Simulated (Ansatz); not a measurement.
# W2CF2 MXene monolayer in a perpendicular field, part 2 of 2

Aim: how the W2CF2 MXene monolayer screens a field along its normal, and what the field does to its bands. A positive field points along +c.

Ansatz 0.2.0; plane-wave DFT, PBE-D3(BJ), Ansatz PAW (set soft_1); PAW set soft_1.

So far. Step 2 (Relaxation): The lattice constant a goes from 3.125 to 3.291 Å.

## (3) Atoms held, field 0

A sawtooth potential applies the field, turning back in the middle of the vacuum. With the dipole correction the typed value is the field outside the slab. The induced dipole is small, so the SCF threshold is tight.

The cell differs from the one that the last finished run ended in (c 39.618 → 22.564 Å).

Input file input.yaml:

```yaml
crystal:
  lattice:
    - [3.2905098221, 0.0, 0.0]
    - [-1.6452549111, 2.8496650974, 0.0]
    - [0.0, 0.0, 22.5637472915]
  atoms:
    - { symbol: F, position: [0.3333333333, 0.6666666667, 0.3988699166] }
    - { symbol: W, position: [0.6666666667, 0.3333333333, 0.4589301032] }
    - { symbol: C, position: [0.0, 0.0, 0.5] }
    - { symbol: W, position: [0.3333333333, 0.6666666667, 0.5410698968] }
    - { symbol: F, position: [0.6666666667, 0.3333333333, 0.6011300834] }
kpoints:
  mp_grid: { grid: [18, 18, 1] }
  band_path:
    path: [[0, 0, 0], [0.5, 0, 0], [0.33333333, 0.33333333, 0], [0, 0, 0]]
    npoints: 16
hamiltonian:
  xc: pbe
  dispersion: d3bj
  pseudopotentials: { kind: paw, azcp: { folder: soft_1 } }
scf:
  occupations: { method: fermi_dirac, width: 0.02585 }
  convergence: { dr2_threshold: 1.0e-10 }
efield:
  axis: 3
  dipole_correction: true
  ramp_position: 0.97
  ramp_width: 0.06
  amplitude: 0
output:
  dos: { projected: true, e_range: [-6, 5] }
  write_potential: true
  write_density: true
  volumetric_format: npy
  elf: true
```

Command:

```bash
$ ansatz run input.yaml --threads 2 --pin off --max-ram 3072MiB --backend cpu --events-out ev --progress --plain --runs-dir out
```

Numbers of over 12 decimals in the logs are rounded to 6 here.

Output:

```text
[...]
Crystal: 5 atoms, lattice volume = 211.577 Å³
Basis set: ecut = 420 eV, 4227 PW (Γ)
Bands: 28, of which v1, the nominal top of the filled ones, is band 23 counted from 1 (22 counted from 0)
Symmetry: 6 space group operations
k-points: 37 of 324 (time reversal used)
[...]
SCF iter   1: F=—  HF=-22643.092400 eV  |F-HF|=—  |Δ(HF+E_count)|=         —  Δρ=6.95e-2  dr2=1.58e1  ethr=3.10e-3  p=0.000 e·Å  D=1.53e-14 V/Å  ΔV_dip=-0.00 eV  dr2_dipole=5.38e-8  V_vac-E_F(+/−)=6.22/6.22 eV  ⟨swp⟩=9.6  Hψ=5896  notcnv=0
efield: sawtooth ramp at fractional position 0.9700 (set: `efield.ramp_position`, or a place that a band, a saddle search or an elastic batch's reference lends), width 0.0600; the density the first Hamiltonian is built on has a dipole p = 0.000 e·Å; the dipole correction subtracts the counter field D = 1.53e-14 V/Å, which shifts the + side's vacuum level by -0.00 eV against the − side's; the planar-averaged density in the ramp window peaks in size at 4.6e-7 e/Å³
[...]
SCF iter   2: F=—  HF=-22640.550689 eV  |F-HF|=—  |Δ(HF+E_count)|=    2.54e0  Δρ=4.77e-2  dr2=6.74e0  ethr=3.10e-3  p=-0.000 e·Å  D=-1.52e-4 V/Å  ΔV_dip=0.00 eV  dr2_dipole=1.54e-5  V_vac-E_F(+/−)=3.46/3.46 eV  ⟨swp⟩=4.0  Hψ=3045  notcnv=0  defer=15
[...]
SCF iter  13: F=-22638.833568 eV  HF=-22638.833568 eV  |F-HF|=1.46e-11  |Δ(HF+E_count)|=  2.18e-10  Δρ=9.78e-8  dr2=1.61e-11  ethr=1.00e-12  p=-0.000 e·Å  D=-3.75e-8 V/Å  ΔV_dip=0.00 eV  dr2_dipole=8.18e-13  V_vac-E_F(+/−)=4.36/4.36 eV  ⟨swp⟩=3.0  Hψ=2234  notcnv=0
SCF 1 converged in 13 iterations: F = -22638.833568 eV  dr2 = 1.61e-11
[...]
NSCF: frozen V_eff on 49 k-points
efield: sawtooth ramp at fractional position 0.9700 (kept from the solve that this one continues, or follows in the run), width 0.0600; the density the first Hamiltonian is built on has a dipole p = -0.000 e·Å; the dipole correction subtracts the counter field D = -3.75e-8 V/Å, which shifts the + side's vacuum level by +0.00 eV against the − side's; the planar-averaged density in the ramp window peaks in size at 5.4e-7 e/Å³
[...]
SCF converged after 13 iterations
Free energy (F): -22638.833568 eV
[...]
Internal energy: -22638.831522 eV  (E = F + TS)
E sigma→0 (E₀):  -22638.832545 eV
Entropy (-TS):   -0.002046 eV (-0.409 meV/atom)
Fermi energy:    1.256218 eV
Dipole field:    D = 0.000001 V/Å  (p = 0.000001 e·Å, saw-weighted, corrected)
Work function:   Φ+ = 4.3611 eV   Φ− = 4.3611 eV
Levels:          The Fermi level and band energies are counted from a zero that moves with the ramp; work functions are not
[...]
--- Band table (eV; the first three rows and the last of 37) ---
  k-point 0: bands = [... 19 lower, -4.1100, -2.1105, -2.1105, 0.7982, 1.1382, 2.2135, 2.2135, 3.1304, ... 1 higher]
  k-point 1: bands = [... 19 lower, -4.0975, -2.1377, -2.0434, 0.8265, 1.2749, 2.1187, 2.2129, 2.8648, ... 1 higher]
  k-point 2: bands = [... 19 lower, -4.0667, -2.2127, -1.8551, 0.8560, 1.5904, 1.9801, 2.2180, 2.5459, ... 1 higher]
  k-point 36: bands = [... 19 lower, -3.6525, -1.0050, -0.7755, -0.7755, 2.4726, 2.4726, 3.5812, 4.1660, ... 1 higher]
```

It took 22 s on 2 threads of Arm Neoverse V1, shared host; peak memory 0.55 GiB; 44 s of CPU time.

Numbers from this step:

```
energy at zero smearing   : -22638.8325 eV
work function, upper face : 4.361 eV
dipole along the normal   : 1.34e-6 e·Å
```

Running mean over a fixed 2.7 Å (it still follows the layers) of the planar mean; the ramp of the sawtooth is left out. The electron's electrostatic potential energy less the Fermi level by z:

z (Å), electron's electrostatic potential energy less the Fermi level (eV) and a bar from the least value:
```
        3        4.4 ##############################
        4        4.4 ##############################
        5        4.4 ##############################
        6        4.4 ##############################
        7        4.2 ##############################
        8        1.4 #########################
        9       -4.4 ################
       10      -11.0 ######
       11      -14.5 
       12      -13.1 ##
       13       -8.4 ##########
       14       -1.4 #####################
       15        3.0 ############################
       16        4.3 ##############################
       17        4.4 ##############################
       18        4.4 ##############################
       19        4.4 ##############################
```

The density of states has structure finer than the step of the table below, so its rows give means over 0.2 eV, whole bins alone (the curve runs from -6 to 1.55 eV). Peaks (eV: height): -5.78: 18.9, -4.90: 7.62, -3.46: 5.00, -0.40: 12.4, 0.37: 5.99, 1.03: 12.7, 1.11: 13.8.

The density of states by energy, zero at the Fermi level; means over each step:

```csv
energy (eV),density of states (states/eV a cell)
-5.8,10.8
-5.6,0.915
-5.4,0.698
-5.2,3.20
-5.0,2.68
-4.8,3.27
-4.6,0
-4.4,0
-4.2,0.405
-4.0,1.30
-3.8,1.57
-3.6,2.16
-3.4,2.49
-3.2,1.24
-3.0,1.09
-2.8,1.06
-2.6,1.50
-2.4,1.41
-2.2,1.24
-2.0,1.14
-1.8,0.940
-1.6,0.872
-1.4,0.852
-1.2,0.771
-1.0,0.767
-0.8,0.670
-0.6,2.03
-0.4,4.59
-0.2,2.10
0.0,0.638
0.2,1.10
0.4,3.19
0.6,2.96
0.8,2.48
1.0,7.66
1.2,7.65
1.4,2.59
```

Projected DOS per atom over height of the atomic layer and energy from the Fermi level. Layers: F W C W F from below.

Values in states/eV, 22 rows by 5 columns, each cell a mean:
```
0.08 1.36 0.09 1.36 0.08
0.27 3.62 0.08 3.62 0.27
0.09 1.20 0.07 1.20 0.09
0.12 1.06 0.15 1.06 0.12
0.01 0.27 0.06 0.27 0.01
0.08 1.45 0.19 1.45 0.08
0.05 0.61 0.08 0.61 0.05
0.02 0.33 0.04 0.33 0.02
0.03 0.36 0.04 0.36 0.03
0.04 0.40 0.03 0.40 0.04
0.06 0.51 0.03 0.51 0.06
0.07 0.61 0.02 0.61 0.07
0.05 0.52 0.02 0.52 0.05
0.06 0.47 0.04 0.47 0.06
0.15 0.97 0.08 0.97 0.15
0.11 0.67 0.04 0.67 0.11
0.05 0.35 0.01 0.35 0.05
0.00 0.00 0.00 0.00 0.00
0.08 0.47 1.56 0.47 0.08
0.48 0.41 0.98 0.41 0.48
0.19 0.06 0.16 0.06 0.19
2.09 0.90 2.30 0.90 2.09
```
Columns: height of the atomic layer (Å) from 9 to 13.6 (not evenly spaced); rows upwards: energy from the Fermi level (eV) from -5.96 to 1.51.

Electronic bands along the path, in eV, zero at the Fermi level:

```
  point  band 20  band 21  band 22  band 23  band 24  band 25  band 26  band 27
      Γ    -5.37    -3.37    -3.37    -0.46    -0.12     0.96     0.96     1.87
halfway    -5.24    -3.78    -2.28    -0.69     0.40     1.06     1.14     1.91
      M    -4.71    -4.19    -0.78    -0.10     0.21     1.08     1.63     2.31
halfway    -4.81    -3.47    -1.52    -0.86     1.00     1.17     1.98     2.48
      K    -4.91    -2.26    -2.03    -2.03     1.22     1.22     2.33     2.91
halfway    -5.16    -3.33    -2.69    -0.18     0.24     0.92     1.28     2.30
      Γ    -5.37    -3.37    -3.37    -0.46    -0.12     0.96     0.96     1.87
```

Valence density in the ca plane at fractional y = 0.333, with atoms of W and F within 0.2 Å of it. It is the smooth field of the valence electrons, not physical close to the nuclei.

Ten steps, logarithmic in the rise over the least value, from '0' (0 e/Å³) to '9' (11 e/Å³), each cell a mean:
```
00000000000000000000123555433222343100000000
00000000000000000000125787532224786300000000
00000000000000000000137888632236997410000000
00000000000000000000136887632225897310000000
00000000000000000000124676432223564200000000
00000000000000000001122344333322221000000000
00000000000000000001222223344432110000000000
00000000000000000012222223344432100000000000
00000000000000000001222233333332111000000000
```
Columns run along c (16.0 Å, from fractional 0.07 to 0.78 of the cell), rows up along a (3.3 Å). Atoms in or near the plane, at fractional coordinates: W at (0.46, 0.67), F at (0.60, 0.67).

Electrostatic potential energy in the ca plane at fractional y = 0.333, with atoms of W and F within 0.2 Å of it. With pseudopotentials it is smooth inside the atoms' cores, unlike the true potential.

Ten even steps from '0' (-42 eV) to '9' (6 eV), each cell a mean:
```
99999999999999999999986324688888889999999999
99999999999999999999872000378887225999999999
99999999999999999999861000278985002899999999
99999999999999999999861000278886103999999999
99999999999999999999874102588888658999999999
99999999999999999999987656787778899999999999
99999999999999999999998888876567899999999999
99999999999999999999998888875557899999999999
99999999999999999999988777876667899999999999
```
Columns run along c (16.0 Å, from fractional 0.07 to 0.78 of the cell; values clipped at the 3rd and 97th percentile), rows up along a (3.3 Å). Atoms in or near the plane, at fractional coordinates: W at (0.46, 0.67), F at (0.60, 0.67).

ELF in the ca plane at fractional y = 0.333, with atoms of W and F within 0.2 Å of it. It is the smooth field of the valence electrons, not physical close to the nuclei.

Ten even steps from '0' (0.00) to '9' (0.81), each cell a mean:
```
00000000000000000001112564343213687420000000
00000000000000000000126877433127999741000000
00000000000000000000148527743138879851000000
00000000000000000000138757643128989841000000
00000000000000000000114775343115898631000000
00000000000000000012211233443211354210000000
00000000000000000124531125643331000000000000
00000000000000000135541135643442000000000000
00000000000000000023421124553221121100000000
```
Columns run along c (16.0 Å, from fractional 0.07 to 0.78 of the cell), rows up along a (3.3 Å). Atoms in or near the plane, at fractional coordinates: W at (0.46, 0.67), F at (0.60, 0.67).

The work function of the upper face is 4.36 eV.

## (4) Single point, field 0.1 V/Å

input.yaml, as its differences from that of step 3:

```diff
@@ -26,7 +26,6 @@
   dipole_correction: true
-  ramp_position: 0.97
-  ramp_width: 0.06
-  amplitude: 0
+  ramp_position: 0.9233
+  ramp_width: 0.1533
+  amplitude: 0.1
 output:
-  dos: { projected: true, e_range: [-6, 5] }
   write_potential: true
@@ -34,2 +33 @@
   volumetric_format: npy
-  elf: true
```

Output:

```text
[...]
Crystal: 5 atoms, lattice volume = 211.577 Å³
Basis set: ecut = 420 eV, 4227 PW (Γ)
Bands: 28, of which v1, the nominal top of the filled ones, is band 23 counted from 1 (22 counted from 0)
Symmetry: 6 space group operations
k-points: 37 of 324 (time reversal used)
[...]
k-point 0: bands = [... 19 lower, -4.1099, -2.1108, -2.1108, 0.7974, 1.1381, 2.2132, 2.2132, 3.1301, ... 1 higher]
  k-point 1: bands = [... 19 lower, -4.0973, -2.1380, -2.0437, 0.8259, 1.2746, 2.1183, 2.2126, 2.8642, ... 1 higher]
  k-point 2: bands = [... 19 lower, -4.0665, -2.2130, -1.8554, 0.8556, 1.5899, 1.9793, 2.2177, 2.5457, ... 1 higher]
  k-point 36: bands = [... 19 lower, -3.6528, -1.0053, -0.7787, -0.7729, 2.4716, 2.4730, 3.5809, 4.1624, ... 1 higher]
[key lines of the parts left out:]
SCF converged after 13 iterations
Free energy (F): -22638.834875 eV
Fermi energy:    1.255897 eV
Dipole field:    D = 0.022360 V/Å  (p = 0.026144 e·Å, saw-weighted, corrected)
```

Wall time 24 s (2 threads); peak memory 0.52 GiB; 48 s of CPU time.

The dipole is 0.0261 e·Å.

## (5) Single point, field -0.1 V/Å

input.yaml, as its differences from that of step 4:

```diff
@@ -28,3 +28,3 @@
   ramp_width: 0.1533
-  amplitude: 0.1
+  amplitude: -0.1
 output:
```

Output:

```text
[...]
Crystal: 5 atoms, lattice volume = 211.577 Å³
Basis set: ecut = 420 eV, 4227 PW (Γ)
Bands: 28, of which v1, the nominal top of the filled ones, is band 23 counted from 1 (22 counted from 0)
Symmetry: 6 space group operations
k-points: 37 of 324 (time reversal used)
[...]
k-point 0: bands = [... 19 lower, -4.1101, -2.1110, -2.1110, 0.7972, 1.1379, 2.2131, 2.2131, 3.1299, ... 1 higher]
  k-point 1: bands = [... 19 lower, -4.0975, -2.1382, -2.0439, 0.8257, 1.2744, 2.1181, 2.2124, 2.8640, ... 1 higher]
  k-point 2: bands = [... 19 lower, -4.0666, -2.2132, -1.8555, 0.8554, 1.5897, 1.9791, 2.2175, 2.5455, ... 1 higher]
  k-point 36: bands = [... 19 lower, -3.6530, -1.0054, -0.7789, -0.7731, 2.4714, 2.4729, 3.5807, 4.1622, ... 1 higher]
[key lines of the parts left out:]
SCF converged after 13 iterations
Free energy (F): -22638.834875 eV
Fermi energy:    1.255722 eV
Dipole field:    D = -0.022359 V/Å  (p = -0.026143 e·Å, saw-weighted, corrected)
```

The job ended after 23 s (2 threads; peak memory 0.52 GiB; 46 s of CPU time).

The dipole is -0.0261 e·Å.

## (6) Response, atoms held

This step: plane-wave DFT, PBE-D3(BJ), Ansatz PAW (set soft_1); response to a field along the normal, atoms held; PAW set soft_1 (Ansatz 0.2.0).

The dipoles give the slope, and the difference of two potentials shows where the field is screened.

Numbers from this step:

| Quantity | Value |
| --- | --- |
| equivalent conductor thickness p/(ε₀AE) | 5.045 Å |
| distance between the outer atoms | 4.564 Å |

Dipole of the cell against applied field:

| applied field (V/Å) | dipole of the cell (e·Å) |
| --- | --- |
| -0.1000 | -0.0261 |
| 0.0000 | 1.3e-6 |
| 0.1000 | 0.0261 |

Local field over the applied field, running mean. From the potentials at -0.1 and 0.1 V/Å; running mean over 2.5 Å. Local field over applied field against z:

z (Å), local field over applied field and a bar:
```
      4.5      1.000 ##############################
      5.0      0.999 ##############################
      5.5      0.998 ##############################
      6.0      0.995 ##############################
      6.5      0.983 #############################
      7.0      0.947 ############################
      7.5      0.864 ##########################
      8.0      0.738 ######################
      8.5      0.578 #################
      9.0      0.415 ############
      9.5      0.260 #######
     10.0      0.141 ###
     10.5      0.065 #
     11.0      0.036 
     11.5      0.035 
     12.0      0.059 #
     12.5      0.129 ###
     13.0      0.242 ######
     13.5      0.394 ###########
     14.0      0.557 ################
     14.5      0.719 #####################
     15.0      0.850 #########################
     15.5      0.939 ############################
     16.0      0.980 #############################
     16.5      0.994 ##############################
     17.0      0.998 ##############################
     17.5      0.999 ##############################
     18.0      1.000 ##############################
```

Electrons, planar mean, per unit field. The induced electron density by z:

```csv
z (Å),induced electron density (e/Å³ per V/Å)
4.09,3.1e-7
4.51,7.5e-7
4.94,1.8e-6
5.22,3.4e-6
5.64,9.0e-6
6.06,2.4e-5
6.49,6.6e-5
6.77,1.3e-4
7.19,3.6e-4
7.62,9.2e-4
8.04,0.00212
8.32,0.00305
8.74,0.00207
9.17,0.00272
9.59,8.0e-4
9.87,1.7e-4
10.29,0.00129
10.72,3.9e-4
11.14,4.8e-4
11.42,-4.8e-4
11.85,-3.9e-4
12.27,-0.00129
12.69,-1.7e-4
12.97,-8.1e-4
13.40,-0.00272
13.82,-0.00207
14.24,-0.00305
14.53,-0.00212
14.95,-9.2e-4
15.37,-3.6e-4
15.79,-1.3e-4
16.08,-6.6e-5
16.50,-2.4e-5
16.92,-9.0e-6
17.35,-3.4e-6
17.63,-1.8e-6
18.05,-7.5e-7
18.47,-3.1e-7
```

By hand: between -0.1 and 0.1 V/Å the dipole changes by 0.05229 e·Å, a slope of 0.2614 e·Å²/V. A perfect conductor of thickness t has p = ε₀AEt, so t = 180.95 × 0.2614 / 9.377 = 5.05 Å (e/ε₀ = 180.95 V·Å, A in Å²).

The induced dipole is that of a conductor 5.05 Å thick.

## (7) Results

```
gap without field                          : none
work function, upper face                  : 4.36 eV
equivalent conductor thickness, atoms held : 5.05 Å
```

**Reading.** The induced dipole equals that of a perfect conductor 5.05 Å thick, while the outer atoms lie 4.56 Å apart. There is no gap over 0.03 eV, with or without the field. The main runs have no spin polarisation; a magnetic state could lie lower and would change these results. Spin-orbit coupling is left out, which matters for the bands of elements this heavy. The MXene's terminations sit over the metal atoms of its far layer; the site over carbon or nitrogen, which some compounds prefer, was not run.

[Logs are printed without paths, hosts, clocks, repeated set-up lines and the standing remarks that a program may print on its own settings, such as how far it seeks lower states.]

[Hosts, paths, dates, database ids (printed as entryN), source tags and the programs' standing remarks are cut or masked in the printed files.]

[Maps of the electrostatic potential energy from Ansatz leave out the sawtooth potential of an applied field or a dipole correction, so their vacuum need not be flat; planar profiles and work functions include it.]

[The density of states shown here was stored with 400 of the rows of the run's finer table, so its peaks can read low, often by over a quarter, or be missed, and its means over a window can be off by a tenth or more.]
